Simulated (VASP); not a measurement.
# KMgF3 (Pm-3m) in VASP: single point with LDA

Aim: the single point of KMgF3 with LDA.

Program: VASP 6.6.1. These are calculated values, not measurements. Logs are shortened: lines on timing, memory, paths and dates and some standing lists are left out, and cuts for length are marked.

## 1. The structure

Symmetry: Pm-3m, No. 221, cubic system. Conventional cell: a = 3.986 Å, b = 3.986 Å, c = 3.986 Å, α = 90.00°, β = 90.00°, γ = 90.00°. K (site symmetry m-3m) has 12 F at 2.82 Å as nearest neighbours. Mg (site symmetry m-3m) has 6 F at 1.99 Å as nearest neighbours. F (site symmetry 4/mmm) has 2 Mg at 1.99 Å as nearest neighbours.

## 2. Single point, LDA

INCAR reads:

```
SYSTEM = KMgF3
PREC = Accurate ; ENCUT = 520
EDIFF = 1E-7 ; ISMEAR = 0
SIGMA = 0.1 ; LREAL = .False.
LASPH = .True. ; NELM = 100
ALGO = Normal ; ISIF = 2
LWAVE = .False. ; LCHARG = .False.
NBANDS = 24
```

KPOINTS reads:

```
Automatic mesh
0
Gamma
  4 4 4
  0 0 0
```

POSCAR reads:

```
KMgF3
1.0
    3.9859000000      0.0000000000      0.0000000000
    0.0000000000      3.9859000000      0.0000000000
    0.0000000000      0.0000000000      3.9859000000
K Mg F
1 1 3
Direct
    0.5000000000      0.5000000000      0.5000000000
    0.0000000000      0.0000000000      0.0000000000
    0.5000000000      0.0000000000      0.0000000000
    0.0000000000      0.5000000000      0.0000000000
    0.0000000000      0.0000000000      0.5000000000
```

Potentials or basis: VASP PAW LDA potentials, release 64 (K_sv, Mg, F).

Started as:

```console
$ cat potpaw_LDA.64/K_sv/POTCAR potpaw_LDA.64/Mg/POTCAR potpaw_LDA.64/F/POTCAR > POTCAR
$ mpirun -np 1 vasp_std > vasp.out
```

OUTCAR:

```text
SYSTEM = KMgF3
   PREC = Accurate
   ENCUT = 520
   EDIFF = 1E-7
   ISMEAR = 0
   LREAL = .False.
   LASPH = .True.
   NELM = 100
   ISIF = 2

 ion  position               nearest neighbor table
   1  0.500  0.500  0.500-   3 2.82   4 2.82   5 2.82   3 2.82   4 2.82   3 2.82   5 2.82   3 2.82
                             4 2.82   5 2.82   4 2.82   5 2.82   2 3.45   2 3.45   2 3.45   2 3.45
   2  0.000  0.000  0.000-   3 1.99   4 1.99   5 1.99   5 1.99   4 1.99   3 1.99   1 3.45   1 3.45
                             1 3.45   1 3.45   1 3.45   1 3.45   1 3.45   1 3.45
   3  0.500  0.000  0.000-   2 1.99   2 1.99   1 2.82   1 2.82   1 2.82   1 2.82
   4  0.000  0.500  0.000-   2 1.99   2 1.99   1 2.82   1 2.82   1 2.82   1 2.82
   5  0.000  0.000  0.500-   2 1.99   2 1.99   1 2.82   1 2.82   1 2.82   1 2.82

  LATTYP: Found a simple cubic cell.
 ALAT       =     3.9859000000

  Lattice vectors:

 A1 = (   3.9859000000,   0.0000000000,   0.0000000000)
 A2 = (   0.0000000000,   3.9859000000,   0.0000000000)
 A3 = (   0.0000000000,   0.0000000000,   3.9859000000)

Analysis of symmetry for initial positions (statically):
=====================================================================
 Subroutine PRICEL returns:
 Original cell was already a primitive cell.

 Routine SETGRP: Setting up the symmetry group for a
 simple cubic supercell.

 Subroutine GETGRP returns: Found 48 space group operations
 (whereof 48 operations were pure point group operations)
 out of a pool of 48 trial point group operations.

The static configuration has the point symmetry O_h .

Analysis of symmetry for dynamics (positions and initial velocities):
=====================================================================
 Subroutine PRICEL returns:
 Original cell was already a primitive cell.

 Routine SETGRP: Setting up the symmetry group for a
 simple cubic supercell.

 Subroutine GETGRP returns: Found 48 space group operations
 (whereof 48 operations were pure point group operations)
 out of a pool of 48 trial point group operations.

The dynamic configuration has the point symmetry O_h .

 Subroutine INISYM returns: Found 48 space group operations
 (whereof 48 operations are pure point group operations),
 and found     1 'primitive' translations

----------------------------------------------------------------------------------------

                                     Primitive cell

  volume of cell :      63.3256

  direct lattice vectors                    reciprocal lattice vectors
     3.985900000  0.000000000  0.000000000     0.250884367  0.000000000  0.000000000
     0.000000000  3.985900000  0.000000000     0.000000000  0.250884367  0.000000000
     0.000000000  0.000000000  3.985900000     0.000000000  0.000000000  0.250884367

  length of vectors
     3.985900000  3.985900000  3.985900000     0.250884367  0.250884367  0.250884367

  position of ions in fractional coordinates (direct lattice)
     0.500000000  0.500000000  0.500000000
     0.000000000  0.000000000  0.000000000
     0.500000000  0.000000000  0.000000000
     0.000000000  0.500000000  0.000000000
     0.000000000  0.000000000  0.500000000

  ion indices of the primitive-cell ions
   primitive index   ion index
                 1           1
                 2           2
                 3           3
                 4           4
                 5           5

----------------------------------------------------------------------------------------

 KPOINTS: Automatic mesh

Automatic generation of k-mesh.
 Grid dimensions read from file:
 generate k-points for:    4    4    4

 Generating k-lattice:

  Cartesian coordinates                     Fractional coordinates (reciprocal lattice)
     0.062721092  0.000000000  0.000000000     0.250000000  0.000000000  0.000000000
     0.000000000  0.062721092  0.000000000     0.000000000  0.250000000  0.000000000
     0.000000000  0.000000000  0.062721092     0.000000000  0.000000000  0.250000000

  Length of vectors
     0.062721092  0.062721092  0.062721092

  Shift w.r.t. Gamma in fractional coordinates (k-lattice)
     0.000000000  0.000000000  0.000000000

 Subroutine IBZKPT returns following result:
 ===========================================

 Found     10 irreducible k-points:

 Following reciprocal coordinates:
            Coordinates               Weight
  0.000000  0.000000  0.000000      1.000000
  0.250000  0.000000  0.000000      6.000000
  0.500000  0.000000  0.000000      3.000000
  0.250000  0.250000  0.000000     12.000000
  0.500000  0.250000  0.000000     12.000000
  0.500000  0.500000  0.000000      3.000000
  0.250000  0.250000  0.250000      8.000000
  0.500000  0.250000  0.250000     12.000000
  0.500000  0.500000  0.250000      6.000000
  0.500000  0.500000  0.500000      1.000000
   k-points           NKPTS =     10   k-points in BZ     NKDIM =     10   number of bands    NBANDS=     24
   number of dos      NEDOS =    301   number of ions     NIONS =      5
   total plane-waves  NPLWV =  27000
   dimension x,y,z NGX =    30 NGY =   30 NGZ =   30
   dimension x,y,z NGXF=    60 NGYF=   60 NGZF=   60
   ions per type =               1   1   3
   NGX,Y,Z   is equivalent  to a cutoff of  12.51, 12.51, 12.51 a.u.
   NGXF,Y,Z  is equivalent  to a cutoff of  25.03, 25.03, 25.03 a.u.
 SYSTEM =  KMgF3
   PREC   = accura    normal or accurate (medium, high low for compatibility)
   ISTART =      0    job   : 0-new  1-cont  2-samecut
   ICHARG =      2    charge: 1-file 2-atom 10-const
   ISPIN  =      1    spin polarized calculation?
   LNONCOLLINEAR =      F non collinear calculations
   LSORBIT =      F    spin-orbit coupling
   LASPH  =      T    aspherical Exc in radial PAW
   ENCUT  =  520.0 eV  38.22 Ry    6.18 a.u.   7.41  7.41  7.41*2*pi/ulx,y,z
   NELM   =    100;   NELMIN=  2; NELMDL= -5     # of ELM steps
   EDIFF  = 0.1E-06   stopping-criterion for ELM
   LREAL  =      F    real-space projection
   EDIFFG = 0.1E-05   stopping-criterion for IOM
   NSW    =      0    number of steps for IOM
   IBRION =     -1    ionic relax: 0-MD 1-quasi-New 2-CG
   NFREE  =      0    steps in history (QN), initial steepest desc. (CG)
   ISIF   =      2    stress and relaxation
   ISYM   =      2    0-nonsym 1-usesym 2-fastsym
   POTIM  = 0.5000    time-step for ionic-motion
   TEBEG  =    0.0;   TEEND  =   0.0 temperature during run
   PSTRESS=    0.0 pullay stress
   NELECT =      32.0000    total number of electrons
   NUPDOWN=      -1.0000    fix difference up-down
   EMIN   =  10.00;   EMAX   =-10.00  energy-range for DOS
   EFERMI =   0.00;   METHOD = LEGACY
   ISMEAR =     0;   SIGMA  =   0.10  broadening in eV -4-tet -1-fermi 0-gaus
   EFERMI_NEDOS =   21; number of points for ismear=-14 and -15
   IALGO  =     38    algorithm
   IMIX   =      4    mixing-type and parameters
     AMIX     =   0.40;   BMIX     =  1.00
     AMIX_MAG =   1.60;   BMIX_MAG =  1.00
  volume/ion in A,a.u.               =      12.67        85.47
  Fermi-wavevector in a.u.,A,eV,Ry     =   1.303962  2.464132 23.134232  1.700318
  Thomas-Fermi vector in A             =   2.434930
   LORBIT       =      0    0 simple, 1 ext, 2 COOP (PROOUT), +10 PAW based schemes
   GGA     = CA    functional components
   LHFCALC =     F    Hartree Fock is set to
   AEXX    =    0.0000 exact exchange contribution
   IVDW    =     0    specifies the selected vdW correction
   LEPSILON=     F    determine dielectric tensor
   LRPA    =     F    only Hartree local field effects (RPA)
 non-spin polarized calculation
 Gauss-broadening in eV      SIGMA  =   0.10
  energy-cutoff  :      520.00
  volume of cell :       63.33
 maximum number of plane-waves:      1743
 NGX is ok and might be reduce to    30
   NGX = 15   NGY = 15   NGZ = 15

 number of electron      31.9999958 magnetization

 Free energy of the ion-electron system (eV)
  ---------------------------------------------------
  ext. energy  EPLUGINS =         0.00000000
  ---------------------------------------------------
  free energy    TOTEN  =       -27.06664822 eV

  energy without entropy =      -27.06664822  energy(sigma->0) =      -27.06664822

 E-fermi :  -1.4304     XC(G=0): -10.4087

 val. band max:       -1.9946657040   @ k =   0.5000   0.5000   0.5000
 cond. band min:       4.9616294790   @ k =   0.0000   0.0000   0.0000
 fundamental gap:      6.9562951831
 Fermi energy:        -1.4304326339

 k-point     1 :       0.0000    0.0000    0.0000
  band No.  band energies     occupation
      1     -27.1659      2.00000
      2     -21.7213      2.00000
      3     -21.0254      2.00000
      4     -21.0254      2.00000
      5     -10.9082      2.00000
      6     -10.9082      2.00000
[... 16 lines left out ...]
     23      11.5813      0.00000
     24      14.5068      0.00000

 k-point     2 :       0.2500    0.0000    0.0000
  band No.  band energies     occupation
      1     -27.1499      2.00000
      2     -21.6550      2.00000
      3     -21.1089      2.00000
      4     -21.0199      2.00000
      5     -10.8971      2.00000
      6     -10.8767      2.00000
[... 16 lines left out ...]
     23      11.5753      0.00000
     24      14.3014      0.00000

 k-point     3 :       0.5000    0.0000    0.0000
  band No.  band energies     occupation
      1     -27.1337      2.00000
      2     -21.5623      2.00000
      3     -21.2193      2.00000
      4     -21.0145      2.00000
      5     -10.8862      2.00000
      6     -10.8446      2.00000
[... 16 lines left out ...]
     23      12.2954      0.00000
     24      13.0547      0.00000

 k-point     4 :       0.2500    0.2500    0.0000
  band No.  band energies     occupation
      1     -27.1361      2.00000
      2     -21.5802      2.00000
      3     -21.1360      2.00000
      4     -21.0657      2.00000
      5     -10.9448      2.00000
      6     -10.8694      2.00000
[... 16 lines left out ...]
     23      11.7599      0.00000
     24      13.1804      0.00000

 k-point     5 :       0.5000    0.2500    0.0000
  band No.  band energies     occupation
      1     -27.1223      2.00000
      2     -21.4687      2.00000
      3     -21.2313      2.00000
      4     -21.0799      2.00000
      5     -10.9374      2.00000
      6     -10.9177      2.00000
[... 16 lines left out ...]
     23      12.2244      0.00000
     24      13.1704      0.00000

 k-point     6 :       0.5000    0.5000    0.0000
  band No.  band energies     occupation
      1     -27.1109      2.00000
      2     -21.2766      2.00000
      3     -21.2432      2.00000
      4     -21.2432      2.00000
      5     -10.9878      2.00000
      6     -10.9878      2.00000
[... 16 lines left out ...]
     23      12.0426      0.00000
     24      12.2839      0.00000

 k-point     7 :       0.2500    0.2500    0.2500
  band No.  band energies     occupation
      1     -27.1245      2.00000
      2     -21.5087      2.00000
      3     -21.1277      2.00000
      4     -21.1277      2.00000
      5     -10.9627      2.00000
      6     -10.9627      2.00000
[... 16 lines left out ...]
     23      12.0796      0.00000
     24      13.8006      0.00000

 k-point     8 :       0.5000    0.2500    0.2500
  band No.  band energies     occupation
      1     -27.1128      2.00000
      2     -21.3952      2.00000
      3     -21.2315      2.00000
      4     -21.1193      2.00000
      5     -10.9950      2.00000
      6     -10.9809      2.00000
[... 16 lines left out ...]
     23      12.1406      0.00000
     24      13.1848      0.00000

 k-point     9 :       0.5000    0.5000    0.2500
  band No.  band energies     occupation
      1     -27.1032      2.00000
      2     -21.2482      2.00000
      3     -21.2315      2.00000
      4     -21.2315      2.00000
      5     -11.0519      2.00000
      6     -11.0519      2.00000
[... 16 lines left out ...]
     23      12.0232      0.00000
     24      12.1590      0.00000

 k-point    10 :       0.5000    0.5000    0.5000
  band No.  band energies     occupation
      1     -27.0955      2.00000
      2     -21.2201      2.00000
      3     -21.2201      2.00000
      4     -21.2201      2.00000
      5     -11.1153      2.00000
      6     -11.1153      2.00000
[... 16 lines left out ...]
     23      12.7360      0.00000
     24      12.7360      0.00000

------------------------ aborting loop because EDIFF is reached ----------------------------------------

  FORCE on cell =-STRESS in cart. coord.  units (eV):
  Direction    XX          YY          ZZ          XY          YZ          ZX
  --------------------------------------------------------------------------------------
  -------------------------------------------------------------------------------------
  Total       -2.0648959     -2.0648959     -2.0648959      0.0000000      0.0000000      0.0000000
  in kB      -52.2431742    -52.2431742    -52.2431742      0.0000000      0.0000000      0.0000000
  external PRESSURE =     -52.2431742 kB  Pullay stress =       0.0000000 kB

 VOLUME and BASIS-vectors are now :
 -----------------------------------------------------------------------------
  energy-cutoff  :      520.00
  volume of cell :       63.33
      direct lattice vectors                 reciprocal lattice vectors
     3.985900000  0.000000000  0.000000000     0.250884367  0.000000000  0.000000000
     0.000000000  3.985900000  0.000000000     0.000000000  0.250884367  0.000000000
     0.000000000  0.000000000  3.985900000     0.000000000  0.000000000  0.250884367

 POSITION                                       TOTAL-FORCE (eV/Angst)
 -----------------------------------------------------------------------------------
      1.99295      1.99295      1.99295         0.000000      0.000000      0.000000
      0.00000      0.00000      0.00000         0.000000      0.000000      0.000000
      1.99295      0.00000      0.00000         0.000000      0.000000      0.000000
      0.00000      1.99295      0.00000         0.000000      0.000000      0.000000
      0.00000      0.00000      1.99295         0.000000      0.000000      0.000000
 -----------------------------------------------------------------------------------
    total drift:                                0.000000     -0.000000      0.000000

  FREE ENERGIE OF THE ION-ELECTRON SYSTEM (eV)
  ---------------------------------------------------
  free  energy   TOTEN  =       -27.0666482213 eV

  energy  without entropy=      -27.0666482213  energy(sigma->0) =      -27.06664822
```

Wall time 12 s (1 thread of Intel Xeon Platinum 8488C (Sapphire Rapids), shared host); peak memory 0.15 GiB.

What came out:

| Property | Result |
| --- | --- |
| Free energy | -27.0666 eV |
| Pressure | -5.2 GPa |
| Band gap on the k mesh | 6.96 eV, indirect (least direct gap 7.28 eV) |

Levels at points of the mesh, in eV from the valence-band top:
```csv
k point,band 12,band 13,band 14,band 15,band 16,band 17,band 18,band 19,band 20,band 21
"(0.00, 0.00, 0.00)",-0.64,-0.64,-0.33,-0.33,-0.33,6.96,9.78,9.78,12.02,12.02
"(0.50, 0.00, 0.00)",-0.91,-0.89,-0.89,-0.54,-0.54,9.78,10.12,10.86,12.64,12.64
"(0.50, 0.50, 0.00)",-1.08,-1.08,-0.92,-0.92,-0.02,10.68,11.43,12.26,12.26,12.66
"(0.50, 0.50, 0.50)",-1.14,-1.14,0.00,0.00,0.00,10.17,10.17,10.17,13.57,14.03
```

A k mesh can miss the band edges. LDA gaps usually lie below the measured ones, often by a third to a half.
